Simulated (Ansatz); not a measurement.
Reactions of C4H6O (`C=CC(=C)O`).

Gas-phase electronic energies from Ansatz, PBE0-D4/def2-TZVP geometries. CCSD(T)/CBS adds triple-zeta CCSD(T) − MP2 to the extrapolated MP2 energy (def2 sets, frozen cores). This one scheme is used for every species, atoms too. Open shells (•) are unrestricted, without spin–orbit coupling. Spin–orbit coupling would lower the free atoms: a little for C, O. Elements past krypton have def2 core potentials. For I outer-core shells are correlated without core-valence functions, so the limit isn't a true one: a few kJ/mol of doubt a bond, and 10 to 20 or more in all where bonds break to atoms. Each species was taken in one conformer, which may not be the lowest.

(1) Order these by ΔE at CCSD(T)/CBS, lowest first. (Estimate.)
A. `C=CC(=C)O` → `C=C/C=C\O`
B. `C=CC(=C)O` → `CC#COC`
C. `C=CC(=C)O` + H₂S → `C=C(O)S` + `C=C`
D. `C=CC(=C)O` → `C1=COCC1`
E. `C=CC(=C)O` → `C=CC(C)=O`
F. `C=CC(=C)O` + `SS` → `C=C(O)SS` + `C=C`
G. `C=CC(=C)O` + HI → `C=CC(=C)I` + H₂O
H. `C=CC(=C)O` → 4 C• + 6 H• + O•

Largest T1 diagnostic: 0.014, for `C=CC(C)=O`.

## Answers

(1) E (-39.4 kJ/mol), G (-20.9 kJ/mol), D (-11.0 kJ/mol), A (+8.7 kJ/mol), F (+22.0 kJ/mol), C (+40.7 kJ/mol), B (+149.8 kJ/mol), H (+4668.2 kJ/mol).
